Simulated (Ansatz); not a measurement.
Equation of state of cobalt, simple cubic

All numbers below come from DFT, PBE, plane waves (420 eV) with PAW, scalar-relativistic (Ansatz).

The cell is scaled uniformly from the relaxed one, with fractional coordinates and shape fixed. Energies are extrapolated to zero smearing, pressures are those at the given smearing. Magnetic state: spin not included. It is not the lowest magnetic state of this structure.

```json
{"V (Å³/atom)": "10.497", "E − E₀ (meV/atom)": "116.8", "P (GPa)": "31.32"}
{"V (Å³/atom)": "10.974", "E − E₀ (meV/atom)": "46.0", "P (GPa)": "18.45"}
{"V (Å³/atom)": "11.451", "E − E₀ (meV/atom)": "9.4", "P (GPa)": "8.21"}
{"V (Å³/atom)": "11.928", "E − E₀ (meV/atom)": "0.1", "P (GPa)": "0.07"}
{"V (Å³/atom)": "12.406", "E − E₀ (meV/atom)": "12.5", "P (GPa)": "-6.42"}
{"V (Å³/atom)": "12.883", "E − E₀ (meV/atom)": "42.1", "P (GPa)": "-11.58"}
{"V (Å³/atom)": "13.360", "E − E₀ (meV/atom)": "85.4", "P (GPa)": "-15.66"}
```

Question: Fit a third-order Birch-Murnaghan equation.

Answer: V₀ = 11.88 Å³/atom, B₀ = 185 GPa, B₀′ = 4.7.
